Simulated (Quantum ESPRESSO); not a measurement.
The system is Sn.

```xyz
2
Lattice="0.0000 3.2333 3.2333 3.2333 0.0000 3.2333 3.2333 3.2333 0.0000" Properties=species:S:1:pos:R:3 pbc="T T T"
Sn    4.8500    4.8500    4.8500
Sn    3.2333    3.2333    3.2333
```

This isn't the form of Sn at room conditions, which is tetragonal (white tin).

```yaml
Program: Quantum ESPRESSO 7.5
Task: single point
Functional: PBEsol
Potentials_or_basis: GBRV 1.5 PBEsol
Cutoff: 925 eV
Density_cutoff: 7401 eV
k_mesh: 7 × 7 × 7
Occupations: fermi-dirac, width 0.05 eV
Spin: no spin polarisation
```

On this cell: pressure 1.3 GPa; largest force zero by symmetry; band gap on the k mesh none (metal or under the smearing width).

The same run follows on a disturbed copy (atoms moved at random, drawn with an rms of 0.05 Å):

```
Sn
1.0
     0.00000    3.23334    3.23334
     3.23334    0.00000    3.23334
     3.23334    3.23334    0.00000
Sn
2
Direct
  0.75132 0.75902 0.76259
  0.49467 0.50900 0.50001
```

Question: What changes?

Answer: The energy (extrapolated to zero smearing) moves by +11.3 meV/atom; pressure 1.4 GPa; largest force 0.556 eV/Å; band gap on the k mesh none (metal or under the smearing width).

Forces on the atoms (eV/Å):
```
Sn  -0.289 -0.461 -0.117
Sn   0.289  0.461  0.117
```

Stress tensor (GPa, compression positive):
```
 1.44 -0.41 -1.42
-0.41  1.38 -0.90
-1.42 -0.90  1.47
```
